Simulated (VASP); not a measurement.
Write the native input for VASP 6.6.1 that does the following.

- Task: relaxation of cell and atoms
- Functional: LDA
- Potentials or basis: VASP PAW LDA potentials, release 64 (Hg, Se)
- Cutoff: 600 eV
- k mesh: 12 × 12 × 12
- Occupations: gaussian, width 0.1 eV
- Spin: no spin polarisation
- Dipole correction: no
- Further INCAR settings: ALGO = Normal; EDIFF = 1e-06; IBRION = 2; EDIFFG = -0.002; NSW = 100; ISIF = 3

The structure of HgSe (lda) lies in POSCAR:

```
HgSe
1.0
    0.0000000000      3.0390000000      3.0390000000
    3.0390000000      0.0000000000      3.0390000000
    3.0390000000      3.0390000000      0.0000000000
Hg Se
1 1
Direct
    0.0000000000      0.0000000000      0.0000000000
    0.2500000000      0.2500000000      0.2500000000
```

The input as run:

INCAR

```
SYSTEM = HgSe
PREC = Accurate
ENCUT = 600
EDIFF = 1E-6
ISMEAR = 0
SIGMA = 0.1
LREAL = .False.
LASPH = .True.
NELM = 100
ALGO = Normal
ISIF = 3
LWAVE = .False.
LCHARG = .False.
IBRION = 2
NSW = 100
EDIFFG = -0.002
```

KPOINTS

```
Automatic mesh
0
Gamma
  12 12 12
  0 0 0
```

Potentials or basis: VASP PAW LDA potentials, release 64 (Hg, Se).

The run is started by

```bash
$ cat potpaw_LDA.64/Hg/POTCAR potpaw_LDA.64/Se/POTCAR > POTCAR
$ mpirun -np 1 vasp_std > vasp.out
```

It gave:

| Item | Value |
| --- | --- |
| Relaxed volume | 28.12 Å³/atom |
| Relaxed cell | a = 4.301 Å, b = 4.301 Å, c = 4.301 Å, α = 60.00°, β = 60.00°, γ = 60.00° |
| Space group after relaxing (to 0.05 Å) | F-43m (No. 216) |
| Energy gained by relaxing | 0.0 meV/atom |
| Ionic steps | 7 |
| Pressure after relaxing | 0.0 GPa |
| Band gap on the k mesh | none (metal or under the smearing width) |

It took 74 s on 1 thread of Intel(R) Xeon(R) Platinum 8488C (Sapphire Rapids) (shared host), peak memory 0.22 GiB.
